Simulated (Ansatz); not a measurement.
# CuO (Pm-3m) in Ansatz: settings compared, part 2 of 2

Ansatz 0.2.0.

### 4 Relaxation of cell and atoms, PBE+D3(BJ)-ATM

input.yaml

```yaml
crystal:
  lattice:
    - [2.55255061, 0.0, 0.0]
    - [0.0, 2.55255061, 0.0]
    - [0.0, 0.0, 2.55255061]
  atoms:
    - { symbol: Cu, position: [0.0, 0.0, 0.0] }
    - { symbol: O, position: [0.5, 0.5, 0.5] }
hamiltonian:
  xc: pbe
  pseudopotentials: { kind: paw }
  dispersion: d3bjatm
kpoints:
  mp_grid: { grid: [10, 10, 10] }
scf:
  occupations: { method: fermi_dirac, width: 0.05 }
output:
  forces: true
  stress: true
  eigenvalues: true
relax:
  f_tol: 0.01
  max_steps: 40
  cell: { stress_tol: 0.05 }
```

Potentials or basis: Ansatz PAW.

Run with:

```sh
$ ansatz run input.yaml --threads 2 --pin off --max-ram 5632MiB --backend cpu --events-out ev --progress --plain --runs-dir out
```

Log:

```text
Warning: RAYON_NUM_THREADS=2 ignored (pool sized by the plan → 2); use --threads N
Engine: ansatz 0.2.0, aarch64-unknown-linux-gnu
Pseudopotentials: kind: paw
Pseudopotential: Cu, paw, valence charge 19, recommended cutoff 420 eV (normal), Cu.paw.azcp
Pseudopotential: O, paw, valence charge 6, recommended cutoff 420 eV (normal), O.paw.azcp
Functional definition: PBE
  parameter kappa = 0.804
  parameter beta = 0.06672455060314922
  exchange = pbe_x(kappa = kappa, mu = beta*pi^2/3)
  correlation = pbe_c(beta = beta)
Crystal: 2 atoms, lattice volume = 16.631 Å³
Basis set: ecut = 420 eV, 341 PW (Γ), exchange–correlation on 36×36×36 points (8 copies of the dense FFT grid, shifted against one another)
Bands: 17, of which v1, the nominal top of the filled ones, is band 13 counted from 1 (12 counted from 0)
Symmetry: 48 space group operations
Space group: Pm-3m (ITA 221), of the structure as read, at distance tolerance 2.6e-5 Å
k-points: 56 of 1000
Non-local potential: Cu, projectors of the file, l = 0: 3, l = 1: 2, l = 2: 3, l = 3: 1
Non-local potential: O, projectors of the file, l = 0: 2, l = 1: 2, l = 2: 1
PAW form: soft (Blöchl's): semilocal exchange-correlation on the pseudo side does not see the compensation charge
PAW one-centre angular grid: Cu, 590 points (default); XC on 64 Gauss nodes
PAW one-centre angular grid: O, 110 points (default); XC on 64 Gauss nodes
Initial density: superposition of atomic densities (neutral atoms: chi_scale 0, normalization atom), corrected by the library's trained network
Initial wavefunctions: pseudopotential atomic-orbital guess
[... 102 lines left out ...]
  E_band       = -367.305100
  E_kinetic    = 470.880989
  E_local      = -4442.872989  (includes V_loc(G=0)·N_el)
  E_nonlocal   = 445.012210
  E_hartree    = 1930.540577
  E_xc         = -161.408715
  E_vxc        = -207.219943  (∫ρ·V_xc dr)
  E_paw        = -1824.433838  (= ΣΔE_a)
  E_vpaw       = -494.189383  (= ΣTr[D̂ρ^β])
  E_aug_tail   = 0.002863  (compensation charges beyond the density's cutoff)
  E_ewald      = -3607.693450
  E_disp       = -0.580124  (pairwise vdW)
  E_smearing   = -0.024917  (= −TS)
  E_closure    = -0.000000  (closes the sum)
  Σ components = -7190.577394   (vs F -7190.577394, Δ=0.00e0)
--- Forces (eV/Å), atoms counted from 1 ---
  atom   1  Cu     0.00000000     0.00000000     0.00000000
  atom   2  O     -0.00000000     0.00000000    -0.00000000
  max |Σ_I F_I| component: 9.86e-31 eV/Å
--- Stress (GPa, compression-positive) ---
        0.041268       0.000000       0.000000
        0.000000       0.041268      -0.000000
        0.000000       0.000000       0.041268
  P = ⅓ Tr σ = 0.0413 GPa (0.413 kbar)
--- Band table (eV; the first three rows and the last of 56) ---
  k-point 0: bands = ["-98.0492", "-55.4151", "-55.4151", "-55.4151", "-5.4150", "10.7409", "10.7409", "12.1755", "12.1755", "12.1755", "12.4736", "12.4736", "12.4736", "14.8957", "29.8936", "29.8936", "33.9458"]
  k-point 1: bands = ["-98.0488", "-55.4193", "-55.4148", "-55.4148", "-5.3119", "10.3860", "10.7662", "11.7575", "11.7575", "11.7794", "12.4794", "12.9318", "12.9318", "15.6578", "29.1231", "29.9967", "33.7918"]
  k-point 2: bands = ["-98.0479", "-55.4304", "-55.4139", "-55.4139", "-5.0264", "9.0750", "10.8331", "11.2956", "11.2956", "11.8902", "12.4946", "13.5026", "13.5026", "16.9453", "27.4237", "30.3053", "33.3286"]
  k-point 55: bands = ["-98.0392", "-55.4508", "-55.4508", "-55.4508", "-2.4590", "8.0395", "8.0395", "8.0395", "12.9477", "12.9477", "14.4015", "14.4015", "14.4015", "21.0879", "21.0879", "21.0879", "27.3398"]
--- Relaxed structure (5 steps of the walk, 5 accepted, 2 SCFs on fresh bases) ---
  F+E_penalty+E_count = -7190.57739392 eV   max|allowed force component| = 5.588e-31 eV/Å   (the final SCF, on the basis selected at the relaxed cell)
  cell:  # Å, volume = 17.8379 Å³
    - [2.6128486955645576, 6.66050772433919e-34, 1.6049416203226964e-34]
    - [-1.223767985496056e-34, 2.6128486955645576, 0.0]
    - [1.6049416203226964e-34, 0.0, 2.6128486955645576]
  atoms:
    - { symbol: Cu, position: [-9.824374379857519e-38, 1.178924925639384e-36, 5.003721210432953e-48] }
    - { symbol: O, position: [0.5, 0.5, 0.5] }
```

Run time: 6 s. Hardware: 2 threads of Arm Neoverse V2, shared host; peak memory 0.28 GiB.

What came out:

```
Free energy                            : -7190.5774 eV
Relaxed volume                         : 8.92 Å³/atom
Relaxed cell                           : a = 2.613 Å, b = 2.613 Å, c = 2.613 Å, α = 90.00°, β = 90.00°, γ = 90.00°
Space group after relaxing (to 0.05 Å) : Pm-3m (No. 221)
Energy gained by relaxing              : 27.2 meV/atom
Ionic steps                            : 7
Pressure after relaxing                : 0.0 GPa
Band gap on the k mesh                 : none (metal or under the smearing width)
```

Step by step:
```tsv
step	energy change (eV)	largest force (eV/Å)	volume (Å³)
1	0.0000	0.0000	16.63
2	-0.0355	0.0000	17.17
3	-0.0468	0.0000	17.73
4	-0.0467	0.0000	17.79
5	-0.0543	0.0000	17.79
6	-0.0542	0.0000	17.84
7	-0.0543	0.0000	17.84
```

Final structure:
```
Cu O
1.0
     2.61285    0.00000    0.00000
     0.00000    2.61285    0.00000
     0.00000    0.00000    2.61285
Cu O
1 1
Cartesian
  0.0000 0.0000 0.0000
  1.3064 1.3064 1.3064
```

Caveat: the plane-wave basis is chosen anew once the cell has moved, so the energies of steps on either side of that aren't comparable; the pressure holds a Pulay correction of +0.8 GPa for the finite cutoff; an odd number of electrons without spin polarisation forces a metal; a magnetic or distorted state may lie lower; the run has no spin polarisation, though such a crystal can be magnetic; semilocal functionals often make such compounds metallic where correlation or magnetic order opens a gap, which also shifts bond lengths; pairwise dispersion overbinds metals, which lowers pressure and volume. With open d or f shells a metallic result of PBE can be an artefact of self-interaction; +U or a hybrid may open a gap.

### 5 Relaxation of cell and atoms, PBE+D4

input.yaml, as its differences from that of step 4:

```diff
@@ -11,3 +11,3 @@
   pseudopotentials: { kind: paw }
-  dispersion: d3bjatm
+  dispersion: d4
 kpoints:
```

Run with:

```sh
$ ansatz run input.yaml --threads 2 --pin off --max-ram 5632MiB --backend cpu --events-out ev --progress --plain --runs-dir out
```

Run time: 6 s. Hardware: 2 threads of Arm Neoverse V2, shared host; peak memory 0.28 GiB.

The run converged. Its results:

| Item | Value |
| --- | --- |
| Free energy | -7190.7023 eV |
| Relaxed volume | 8.93 Å³/atom |
| Relaxed cell | a = 2.614 Å, b = 2.614 Å, c = 2.614 Å, α = 90.00°, β = 90.00°, γ = 90.00° |
| Space group after relaxing (to 0.05 Å) | Pm-3m (No. 221) |
| Energy gained by relaxing | 27.7 meV/atom |
| Ionic steps | 7 |
| Pressure after relaxing | 0.0 GPa |
| Band gap on the k mesh | none (metal or under the smearing width) |

Step by step:
```
step  energy change (eV)  largest force (eV/Å)  volume (Å³)
   1              0.0000                0.0000        16.63
   2             -0.0359                0.0000        17.17
   3             -0.0478                0.0000        17.74
   4             -0.0476                0.0000        17.80
   5             -0.0554                0.0000        17.80
   6             -0.0552                0.0000        17.86
   7             -0.0554                0.0000        17.86
```

Final structure:
```
Cu O
1.0
     2.61388    0.00000    0.00000
     0.00000    2.61388    0.00000
     0.00000    0.00000    2.61388
Cu O
1 1
Direct
  0.00000 0.00000 0.00000
  0.50000 0.50000 0.50000
```

Levels at points of the mesh, in eV from the Fermi level:
| k point | band 10 | band 11 | band 12 | band 13 | band 14 | band 15 | band 16 | band 17 |
| --- | --- | --- | --- | --- | --- | --- | --- | --- |
| (0.00, 0.00, 0.00) | -1.89 | -1.60 | -1.60 | -1.60 | 0.82 | 15.82 | 15.82 | 19.86 |
| (0.00, 0.00, -0.50) | -1.54 | -1.13 | 0.42 | 0.42 | 6.53 | 8.03 | 17.64 | 17.80 |
| (0.00, -0.50, -0.50) | -2.06 | -2.06 | -1.15 | -0.93 | 5.27 | 11.48 | 11.48 | 17.31 |
| (-0.50, -0.50, -0.50) | -1.12 | 0.33 | 0.33 | 0.33 | 7.01 | 7.01 | 7.01 | 13.25 |

Caveat: the plane-wave basis is chosen anew once the cell has moved, so the energies of steps on either side of that aren't comparable; the pressure holds a Pulay correction of +0.8 GPa for the finite cutoff; an odd number of electrons without spin polarisation forces a metal; a magnetic or distorted state may lie lower; the run has no spin polarisation, though such a crystal can be magnetic; semilocal functionals often make such compounds metallic where correlation or magnetic order opens a gap, which also shifts bond lengths; pairwise dispersion overbinds metals, which lowers pressure and volume. With open d or f shells a metallic result of PBE can be an artefact of self-interaction; +U or a hybrid may open a gap.

### 6 The runs side by side

```csv
level,gap on the mesh (eV),pressure (GPa),relaxed volume (Å³/atom)
PBE,none,0.0,9.15
PBE+D3(BJ),none,0.0,8.87
PBE+D3(BJ)-ATM,none,0.0,8.92
PBE+D4,none,0.0,8.93
```

Alike in all rows: task relaxation of cell and atoms; potentials or basis Ansatz PAW; no spin polarisation; cell relaxed; k mesh 10 × 10 × 10; cutoff (eV) 420; smearing fermi-dirac 0.05 eV.

Caveats: the plane-wave basis is chosen anew once the cell has moved, so the energies of steps on either side of that aren't comparable; an odd number of electrons without spin polarisation forces a metal; a magnetic or distorted state may lie lower; the run has no spin polarisation, though such a crystal can be magnetic; semilocal functionals often make such compounds metallic where correlation or magnetic order opens a gap, which also shifts bond lengths; pairwise dispersion overbinds metals, which lowers pressure and volume (some runs).

Absolute energies hang on the potentials; compare differences alone.
